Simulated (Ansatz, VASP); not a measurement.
**W: VASP beside Ansatz**

```xyz
4
Lattice="2.7717 0.0000 0.0000 0.0000 4.7981 0.0000 0.0000 0.0000 4.8572" Properties=species:S:1:pos:R:3 pbc="T T T"
W     2.1984    4.4951    3.6429
W     0.5733    2.0960    3.6429
W     0.5733    0.3030    1.2143
W     2.1984    2.7021    1.2143
```

Change from the starting cell: volume scaled by 0.96.

Alike in both runs: task single point; functional LDA; k mesh 9 × 6 × 6; occupations fermi-dirac, width 0.05 eV; no spin polarisation.

```csv
,VASP,Ansatz
version,VASP 6.6.1,Ansatz 0.2.0
potentials or method,"VASP PAW LDA potentials, release 64 (W_sv), cutoff 520 eV","all-electron LAPW, scalar-relativistic"
```

```csv
,VASP,Ansatz,Ansatz less VASP
gap on the k mesh at the Fermi level (eV),none,none,-
pressure (GPa),-3.2,-4.9,-1.66
largest component of the traceless stress (GPa),1.16,1.05,-0.110
rms of the force components (eV/Å),0.069,0.058,-0.0107
```

Atom by atom the forces differ by 0.016 eV/Å (rms over components). A gap of «none» marks a metal or a gap that the smearing closes. Ansatz ran all-electron here, so the differences hold the error of VASP's frozen core and of both bases.

The runs have no spin-orbit coupling, so splittings on W are missing.
